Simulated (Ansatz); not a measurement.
# Zr (fcc): energy against volume

Level of theory: DFT, PBE, plane waves (420 eV) with PAW, scalar-relativistic (Ansatz 0.2.0).

The cell is scaled uniformly from the relaxed one, with fractional coordinates and shape fixed. Energies are extrapolated to zero smearing, pressures are those at the given smearing. Magnetic state: spin not included.

A Birch-Murnaghan fit gives V₀ = 23.19 Å³/atom, B₀ = 90 GPa, B₀′ = 3.3.

What are the energy above the minimum and the pressure at 20.422 Å³/atom?

111.1 meV/atom and 14.33 GPa as computed.

What are the energy above the minimum and the pressure at 21.351 Å³/atom?

46.1 meV/atom and 8.77 GPa as computed.

What are the energy above the minimum and the pressure at 25.064 Å³/atom?

38.4 meV/atom and -5.96 GPa as computed.
